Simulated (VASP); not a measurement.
Set up this calculation in VASP 6.6.1, as the native input.

| Property | Result |
| --- | --- |
| Task | band structure |
| Functional | PBEsol |
| Potentials or basis | VASP PAW PBE potentials, release 64 (C, Si) |
| Cutoff | 520 eV |
| k mesh | 3 × 3 × 3 |
| Occupations | gaussian, width 0.02 eV |
| Spin | no spin polarisation |
| Further INCAR settings | ALGO = Normal; EDIFF = 1e-06 |

The system is SiC.

```xyz
2
Lattice="0.0000 2.1851 2.1851 2.1851 0.0000 2.1851 2.1851 2.1851 0.0000" Properties=species:S:1:pos:R:3 pbc="T T T"
C     3.2777    3.2777    3.2777
Si    2.1851    2.1851    2.1851
```

The cell was built by a generator and isn't the measured one.

The input as run:

POSCAR

```
SiC                                     
1.0
    0.0000000000      2.1851393613      2.1851393613
    2.1851393613      0.0000000000      2.1851393613
    2.1851393613      2.1851393613      0.0000000000
  C               Si            
     1     1
Direct
     0.7500000000000000    0.7500000000000000    0.7500000000000000
     0.5000000000000000    0.5000000000000000    0.5000000000000000
```

INCAR.step1

```
  PREC = Accurate
  ENCUT = 520
  EDIFF = 1E-6
  ISMEAR = 0
  SIGMA = 0.02
  LREAL = F
  LASPH = T
  NELM = 100
  ALGO = Normal
  ISIF = 2
  LWAVE = F
  LCHARG = T
  GGA = PS
```

KPOINTS.step1

```
Automatic mesh
0
Gamma
  3 3 3
```

INCAR.step2

```
  PREC = Accurate
  ENCUT = 520
  EDIFF = 1E-6
  ISMEAR = 0
  SIGMA = 0.05
  LREAL = F
  LASPH = T
  NELM = 100
  ALGO = Normal
  ISIF = 2
  LWAVE = F
  LCHARG = F
  GGA = PS
  ICHARG = 11
```

KPOINTS.step2

```
path GXWKGLUWLK,UX
20
line-mode
reciprocal
 0.0000000000  0.0000000000  0.0000000000  G
 0.5000000000  0.0000000000  0.5000000000  X

 0.5000000000  0.0000000000  0.5000000000  X
 0.5000000000  0.2500000000  0.7500000000  W

 0.5000000000  0.2500000000  0.7500000000  W
 0.3750000000  0.3750000000  0.7500000000  K

 0.3750000000  0.3750000000  0.7500000000  K
 0.0000000000  0.0000000000  0.0000000000  G

 0.0000000000  0.0000000000  0.0000000000  G
 0.5000000000  0.5000000000  0.5000000000  L

 0.5000000000  0.5000000000  0.5000000000  L
 0.6250000000  0.2500000000  0.6250000000  U

 0.6250000000  0.2500000000  0.6250000000  U
 0.5000000000  0.2500000000  0.7500000000  W

 0.5000000000  0.2500000000  0.7500000000  W
 0.5000000000  0.5000000000  0.5000000000  L

 0.5000000000  0.5000000000  0.5000000000  L
 0.3750000000  0.3750000000  0.7500000000  K

 0.6250000000  0.2500000000  0.6250000000  U
 0.5000000000  0.0000000000  0.5000000000  X
```

Potentials or basis: VASP PAW PBE potentials, release 64 (C, Si).

Launch:

```bash
$ cat potpaw_PBE.64/C/POTCAR potpaw_PBE.64/Si/POTCAR > POTCAR
$ cp INCAR.step1 INCAR
$ cp KPOINTS.step1 KPOINTS
$ mpirun -np 1 vasp_std > vasp.out
$ cp INCAR.step2 INCAR
$ cp KPOINTS.step2 KPOINTS
$ mpirun -np 1 vasp_std > vasp.out
```

Results of the run:

```
Band gap along the path : 1.09 eV, indirect (least direct gap 4.34 eV)
```

Caveat: the k mesh is coarse (spacing up to 0.83 Å⁻¹), so the values aren't converged; the log is that of the step along the path at fixed density, whose energy, stress, charges and moments have no meaning.

Run time: 6.1 s on 1 thread of Intel(R) Xeon(R) 6975P-C (Granite Rapids) (shared host), peak memory 0.15 GiB.
